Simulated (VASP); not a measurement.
# Mg: single point with PBE

Crystal: Mg.

```
Mg
1.0
     3.20930    0.00000    0.00000
    -1.60465    2.77934    0.00000
     0.00000    0.00000    5.21030
Mg
2
Direct
  0.66667 0.33333 0.75000
  0.33333 0.66667 0.25000
```

```json
{"Program": "VASP 6.6.1", "Task": "single point", "Functional": "PBE", "Potentials or basis": "VASP PAW PBE potentials, release 64 (Mg)", "Cutoff": "520 eV", "k mesh": "10 × 10 × 5", "Occupations": "gaussian, width 0.015 eV", "Spin": "no spin polarisation"}
```

The pressure is -0.6 GPa. The band gap on the k mesh is none (metal or under the smearing width).

Stress tensor (GPa, compression positive):
```
-0.83  0.00  0.00
 0.00 -0.83  0.00
 0.00  0.00 -0.08
```

Levels at points of the mesh, in eV from the Fermi level:
```
           k point  band 1  band 2  band 3  band 4  band 5  band 6  band 7
(0.00, 0.00, 0.00)   -6.87   -1.65   -1.23   10.88   10.88   10.97   10.97
(0.50, 0.00, 0.00)   -2.11   -2.11    2.66    3.03    3.26    3.67    6.83
```

Wall time 4.4 s on 1 thread of Intel(R) Xeon(R) 6975P-C (Granite Rapids) (shared host), peak memory 0.16 GiB.
